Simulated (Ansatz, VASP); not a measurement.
## Pt in VASP and in Ansatz

The input INCAR:

```
SYSTEM = Pt
PREC = Accurate
ENCUT = 520
EDIFF = 1E-7
ISMEAR = 0
SIGMA = 0.1
LREAL = .FALSE.
LASPH = .TRUE.
NELM = 100
ALGO = Normal
ISIF = 2
LWAVE = .FALSE.
LCHARG = .FALSE.
GGA = PE
NBANDS = 22
```

The input KPOINTS:

```
Automatic mesh
0
G
  6 6 6
  0 0 0
```

POSCAR

```
Pt
1.0
    4.7001077127      0.0000000000      0.0000000000
   -2.3500538564      4.0704126797      0.0000000000
    0.0000000000      0.0000000000      2.8813703804
Pt
3
Direct
    0.0000000000      0.0000000000      0.0000000000
    0.3333333333      0.6666666667      0.5000000000
    0.6666666667      0.3333333333      0.5000000000
```

Input for Ansatz:

```yaml
crystal:
  lattice:
    - [4.7001077127, 0.0, 0.0]
    - [-2.3500538564, 4.0704126797, 0.0]
    - [0.0, 0.0, 2.8813703804]
  atoms:
    - { symbol: Pt, position: [0.0, 0.0, 0.0] }
    - { symbol: Pt, position: [0.3333333333, 0.6666666667, 0.5] }
    - { symbol: Pt, position: [0.6666666667, 0.3333333333, 0.5] }
basis:
  ecutwfc: 420
kpoints:
  mp_grid: { grid: [6, 6, 6] }
hamiltonian:
  xc: pbe
scf:
  occupations: { method: gaussian, width: 0.1 }
  lower_state_search: "off"
output:
  forces: true
  stress: true
  eigenvalues: true
```

Alike in both runs: task single point; functional PBE; k mesh 6 × 6 × 6; occupations gaussian, width 0.1 eV; no spin polarisation.

|  | VASP | Ansatz |
| --- | --- | --- |
| version | VASP 6.6.1 | Ansatz 0.2.0 |
| potentials or method | VASP PAW PBE potentials, release 64 (Pt) | scalar-relativistic, plane waves, PAW |
| plane-wave cutoff (eV) | 520 | 420 |
| valence electrons in the cell | 30 | 54 |

```csv
,VASP,Ansatz,Ansatz less VASP
gap on the k mesh at the Fermi level (eV),none,none,-
pressure (GPa),-22.2,-21.9,+0.27
largest component of the traceless stress (GPa),1.71,1.70,-0.008
```

A gap of «none» marks a metal or a gap that the smearing closes. The two sets of potentials don't hold the same shells in valence.

Caveats: the k mesh is coarse (spacing up to 0.36 Å⁻¹), so the values aren't converged; so large a pressure means that the cell lies far from this level's equilibrium, or that cutoff or potentials fall short (VASP). The runs have no spin-orbit coupling, so splittings on Pt are missing.
